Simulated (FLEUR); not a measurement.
# Pb (Fd-3m) in FLEUR: a series of runs, part 2 of 3

FLEUR MaX-R8.1 (later development tree).

## Step 3: Band structure, PBEsol

Input file inp.xml:

```xml
<?xml version="1.0" encoding="UTF-8" standalone="no"?>
<fleurInput fleurInputVersion="0.39">
   <comment>
      Pb                                                                                                  
   </comment>
   <calculationSetup>
      <cutoffs Kmax="4.1" Gmax="12.7" GmaxXC="12.7" numbands="0"/>
      <scfLoop itmax="60" minDistance="0.00001" maxIterBroyd="15" imix="Anderson" alpha="0.05" precondParam="0.0" spinf="2.0" sdNocoIR="T"/>
      <coreElectrons ctail="T" frcor="F" kcrel="0" coretail_lmax="0"/>
      <xcFunctional name="PBEs" relativisticCorrections="F"/>
      <magnetism jspins="1"/>
      <soc l_soc="F" theta="0.0" phi="0.0" spav="F"/>
      <expertModes spex="0" secvar="F"/>
      <geometryOptimization l_f="F" forcealpha="1.0" forcemix="BFGS" epsdisp="0.00001" epsforce="0.00001"/>
      <ldaU l_linMix="F" mixParam="0.05" spinf="1.0"/>
   </calculationSetup>
   <cell>
      <bzIntegration valenceElectrons="40.0" mode="hist" fermiSmearingEnergy="0.00183747">
         <kPointListSelection listName="default-1"/>
         <!-- k-points included here -->
         <xi:include xmlns:xi="http://www.w3.org/2001/XInclude" href="kpts.xml"> </xi:include>
      </bzIntegration>
      <!-- symmetry operations included here -->
      <xi:include xmlns:xi="http://www.w3.org/2001/XInclude" href="sym.xml"> </xi:include>
      <bulkLattice scale="1.0">
         <bravaisMatrix>
            <row-1>    0.0000000000000000     6.4987682473791999     6.4987682473791999</row-1>
            <row-2>    6.4987682473791999     0.0000000000000000     6.4987682473791999</row-2>
            <row-3>    6.4987682473791999     6.4987682473791999     0.0000000000000000</row-3>
         </bravaisMatrix>
      </bulkLattice>
   </cell>
   <atomSpecies>
      <species name="Lead (Pb)" element="Pb" atomicNumber="82">
         <mtSphere radius="2.58" gridPoints="863" logIncrement="0.016"/>
         <atomicCutoffs lmax="10" lnonsphr="10"/>
         <electronConfig flipSpins="F">
            <coreConfig>(1s1/2) (2s1/2) (2p1/2) (2p3/2) (3s1/2) (3p1/2) (3p3/2) (4s1/2) (3d3/2) (3d5/2) (4p1/2) (4p3/2) (4d3/2) (4d5/2) (4f5/2) (4f7/2) (5s1/2)</coreConfig>
            <valenceConfig>(5p1/2) (5p3/2) (6s1/2) (5d3/2) (5d5/2) (6p1/2) (6p3/2)</valenceConfig>
            <stateOccupation state="(6p1/2)" spinUp="0.333333" spinDown="0.333333"/>
            <stateOccupation state="(6p3/2)" spinUp="0.666667" spinDown="0.666667"/>
         </electronConfig>
         <energyParameters s="6" p="6" d="5" f="5"/>
         <lo type="SCLO" l="1" n="5" eDeriv="0"/>
         <lo type="SCLO" l="1" n="5" eDeriv="1"/>
         <lo type="SCLO" l="0" n="6" eDeriv="2"/>
         <lo type="SCLO" l="2" n="5" eDeriv="2"/>
         <lo type="SCLO" l="3" n="5" eDeriv="2"/>
      </species>
   </atomSpecies>
   <atomGroups>
      <atomGroup species="Lead (Pb)">
         <relPos label="                   1">1.000/8.000 1.000/8.000 1.000/8.000</relPos>
         <relPos label="                   2">-1.000/8.000 -1.000/8.000 -1.000/8.000</relPos>
         <force calculate="T" relaxXYZ="TTT"/>
      </atomGroup>
   </atomGroups>
   <output dos="F" band="F" slice="F">
      <checks vchk="F" cdinf="F"/>
      <bandDOS minEnergy="-.5*Htr" maxEnergy="0.5*Htr" sigma="0.015" storeEVData="T"/>
      <vacuumDOS vacdos="F" integ="F" star="F" nstars="0" locx1="0.0" locy1="0.0" locx2="0.0" locy2="0.0" nstm="0" tworkf="0.0"/>
      <unfoldingBand unfoldBand="F" supercellX="1" supercellY="1" supercellZ="1"/>
      <plotting iplot="0" polar="F">
         <plot TwoD="T" vec1="  1.0  0.0  0.0" vec2="  0.0  1.0  0.0" vec3="  0.0  0.0  1.0" zero="  0.0  0.0  0.0" file="plot"/>
      </plotting>
      <chargeDensitySlicing numkpt="0" minEigenval="0.0" maxEigenval="0.0" nnne="0" pallst="F"/>
      <specialOutput eonly="F"/>
      <moessbauerParams electricFieldGradient="T" isomerShift="T" coreHyperfine="T" valenceHyperfine="T"/>
      <magneticCircularDichroism mcd="F" energyLo="-10.0" energyUp="0.0"/>
   </output>
  <!-- We include the file relax.xml here to enable relaxations (see documentation) -->
  <xi:include xmlns:xi="http://www.w3.org/2001/XInclude" href="relax.xml"> <xi:fallback/> </xi:include>
</fleurInput>
```

Input file crystal.txt:

```
Pb
&input cartesian=F /
0.0000000000  3.4390000555  3.4390000555
3.4390000555  0.0000000000  3.4390000555
3.4390000555  3.4390000555  0.0000000000
1.8897261246
1.0 1.0 1.0

2
82 0.2500000000  0.2500000000  0.2500000000
82 0.0000000000  0.0000000000  0.0000000000

&kpt div1=7 div2=7 div3=7 gamma=T /
```

Input file inp.xml (bands):

```
<?xml version="1.0" encoding="UTF-8" standalone="no"?>
<fleurInput fleurInputVersion="0.39">
   <comment>
      Pb                                                                                                  
   </comment>
   <calculationSetup>
      <cutoffs Kmax="4.1" Gmax="12.7" GmaxXC="12.7" numbands="0"/>
      <scfLoop itmax="60" minDistance="0.00001" maxIterBroyd="15" imix="Anderson" alpha="0.05" precondParam="0.0" spinf="2.0" sdNocoIR="T"/>
      <coreElectrons ctail="T" frcor="F" kcrel="0" coretail_lmax="0"/>
      <xcFunctional name="PBEs" relativisticCorrections="F"/>
      <magnetism jspins="1"/>
      <soc l_soc="F" theta="0.0" phi="0.0" spav="F"/>
      <expertModes spex="0" secvar="F"/>
      <geometryOptimization l_f="F" forcealpha="1.0" forcemix="BFGS" epsdisp="0.00001" epsforce="0.00001"/>
      <ldaU l_linMix="F" mixParam="0.05" spinf="1.0"/>
   </calculationSetup>
   <cell>
      <bzIntegration valenceElectrons="40.0" mode="hist" fermiSmearingEnergy="0.00183747">
         <kPointListSelection listName="path-1"/>
         <!-- k-points included here -->
         <xi:include xmlns:xi="http://www.w3.org/2001/XInclude" href="kpts.xml"> </xi:include>
      </bzIntegration>
      <!-- symmetry operations included here -->
      <xi:include xmlns:xi="http://www.w3.org/2001/XInclude" href="sym.xml"> </xi:include>
      <bulkLattice scale="1.0">
         <bravaisMatrix>
            <row-1>    0.0000000000000000     6.4987682473791999     6.4987682473791999</row-1>
            <row-2>    6.4987682473791999     0.0000000000000000     6.4987682473791999</row-2>
            <row-3>    6.4987682473791999     6.4987682473791999     0.0000000000000000</row-3>
         </bravaisMatrix>
      </bulkLattice>
   </cell>
   <atomSpecies>
      <species name="Lead (Pb)" element="Pb" atomicNumber="82">
         <mtSphere radius="2.58" gridPoints="863" logIncrement="0.016"/>
         <atomicCutoffs lmax="10" lnonsphr="10"/>
         <electronConfig flipSpins="F">
            <coreConfig>(1s1/2) (2s1/2) (2p1/2) (2p3/2) (3s1/2) (3p1/2) (3p3/2) (4s1/2) (3d3/2) (3d5/2) (4p1/2) (4p3/2) (4d3/2) (4d5/2) (4f5/2) (4f7/2) (5s1/2)</coreConfig>
            <valenceConfig>(5p1/2) (5p3/2) (6s1/2) (5d3/2) (5d5/2) (6p1/2) (6p3/2)</valenceConfig>
            <stateOccupation state="(6p1/2)" spinUp="0.333333" spinDown="0.333333"/>
            <stateOccupation state="(6p3/2)" spinUp="0.666667" spinDown="0.666667"/>
         </electronConfig>
         <energyParameters s="6" p="6" d="5" f="5"/>
         <lo type="SCLO" l="1" n="5" eDeriv="0"/>
         <lo type="SCLO" l="1" n="5" eDeriv="1"/>
         <lo type="SCLO" l="0" n="6" eDeriv="2"/>
         <lo type="SCLO" l="2" n="5" eDeriv="2"/>
         <lo type="SCLO" l="3" n="5" eDeriv="2"/>
      </species>
   </atomSpecies>
   <atomGroups>
      <atomGroup species="Lead (Pb)">
         <relPos label="                   1">1.000/8.000 1.000/8.000 1.000/8.000</relPos>
         <relPos label="                   2">-1.000/8.000 -1.000/8.000 -1.000/8.000</relPos>
         <force calculate="T" relaxXYZ="TTT"/>
      </atomGroup>
   </atomGroups>
   <output dos="F" band="T" slice="F">
      <checks vchk="F" cdinf="F"/>
      <bandDOS minEnergy="-.5*Htr" maxEnergy="0.5*Htr" sigma="0.015" storeEVData="T"/>
      <vacuumDOS vacdos="F" integ="F" star="F" nstars="0" locx1="0.0" locy1="0.0" locx2="0.0" locy2="0.0" nstm="0" tworkf="0.0"/>
      <unfoldingBand unfoldBand="F" supercellX="1" supercellY="1" supercellZ="1"/>
      <plotting iplot="0" polar="F">
         <plot TwoD="T" vec1="  1.0  0.0  0.0" vec2="  0.0  1.0  0.0" vec3="  0.0  0.0  1.0" zero="  0.0  0.0  0.0" file="plot"/>
      </plotting>
      <chargeDensitySlicing numkpt="0" minEigenval="0.0" maxEigenval="0.0" nnne="0" pallst="F"/>
      <specialOutput eonly="F"/>
      <moessbauerParams electricFieldGradient="T" isomerShift="T" coreHyperfine="T" valenceHyperfine="T"/>
      <magneticCircularDichroism mcd="F" energyLo="-10.0" energyUp="0.0"/>
   </output>
  <!-- We include the file relax.xml here to enable relaxations (see documentation) -->
  <xi:include xmlns:xi="http://www.w3.org/2001/XInclude" href="relax.xml"> <xi:fallback/> </xi:include>
</fleurInput>
```

Potentials or basis: all-electron, FLAPW.

On the command line:

```
inpgen -f crystal.txt -profile fastHighL
# inp.xml edited to the form shown
fleur_MPI
fleur_MPI   # second run, on inp.xml (bands)
```

It took 46 s on 1 thread of Arm Neoverse V2, shared host; peak memory 0.08 GiB.

The run converged. Its results:

* Free energy: -1138668.9804 eV
* Band gap along the path: none (metal or under the smearing width)
* Valence electrons inside the program's atomic spheres: Pb 17.92 (radii Pb 2.58 bohr)

Levels at the corners of the path, in eV from the Fermi level:
| point | band 16 | band 17 | band 18 | band 19 | band 20 | band 21 | band 22 | band 23 | band 24 | band 25 |
| --- | --- | --- | --- | --- | --- | --- | --- | --- | --- | --- |
| Γ | -16.61 | -11.16 | -3.94 | 0.40 | 0.40 | 0.40 | 2.41 | 2.41 | 2.41 | 4.00 |
| X | -16.52 | -8.50 | -8.50 | -1.98 | -1.98 | 0.82 | 0.82 | 7.18 | 7.18 | 8.14 |
| W | -16.49 | -8.47 | -8.47 | -2.45 | -2.45 | 2.73 | 2.73 | 4.23 | 4.23 | 8.61 |
| K | -16.49 | -8.88 | -8.07 | -2.74 | -1.64 | 0.95 | 3.00 | 5.16 | 5.83 | 6.46 |
| Γ | -16.61 | -11.16 | -3.94 | 0.40 | 0.40 | 0.40 | 2.41 | 2.41 | 2.41 | 4.00 |
| L | -16.55 | -9.80 | -7.11 | -0.99 | -0.75 | -0.75 | 3.52 | 3.52 | 5.35 | 7.24 |
| U | -16.49 | -8.88 | -8.07 | -2.74 | -1.64 | 0.95 | 3.00 | 5.16 | 5.83 | 6.46 |
| W | -16.49 | -8.47 | -8.47 | -2.45 | -2.45 | 2.73 | 2.73 | 4.23 | 4.23 | 8.61 |
| L | -16.55 | -9.80 | -7.11 | -0.99 | -0.75 | -0.75 | 3.52 | 3.52 | 5.35 | 7.24 |
| K | -16.49 | -8.88 | -8.07 | -2.74 | -1.64 | 0.95 | 3.00 | 5.16 | 5.83 | 6.46 |
| U | -16.49 | -8.88 | -8.07 | -2.74 | -1.64 | 0.95 | 3.00 | 5.16 | 5.83 | 6.46 |
| X | -16.52 | -8.50 | -8.50 | -1.98 | -1.98 | 0.82 | 0.82 | 7.18 | 7.18 | 8.14 |

Core levels (eV from the Fermi level):
| atom | levels |
| --- | --- |
| 1 Pb | 1s1/2 -87948.7, 2s1/2 -15714.1, 2p1/2 -15089.9, 2p3/2 -12901.1, 3s1/2 -3768.6, 3p1/2 -3487.2, 3p3/2 -2998.8, 4s1/2 -849.8, 3d3/2 -2536.7, 3d5/2 -2432.7, 4p1/2 -728.1, 4p3/2 -608.5, 4d3/2 -410.3, 4d5/2 -388.0, 4f5/2 -131.4, 4f7/2 -126.4, 5s1/2 -139.6 |
| 2 Pb | 1s1/2 -87948.7, 2s1/2 -15714.1, 2p1/2 -15089.9, 2p3/2 -12901.1, 3s1/2 -3768.6, 3p1/2 -3487.2, 3p3/2 -2998.8, 4s1/2 -849.8, 3d3/2 -2536.7, 3d5/2 -2432.7, 4p1/2 -728.1, 4p3/2 -608.5, 4d3/2 -410.3, 4d5/2 -388.0, 4f5/2 -131.4, 4f7/2 -126.4, 5s1/2 -139.6 |

Caveat: spin-orbit coupling is left out, which moves the levels of the heavy elements.

[end of part 2 of 3]
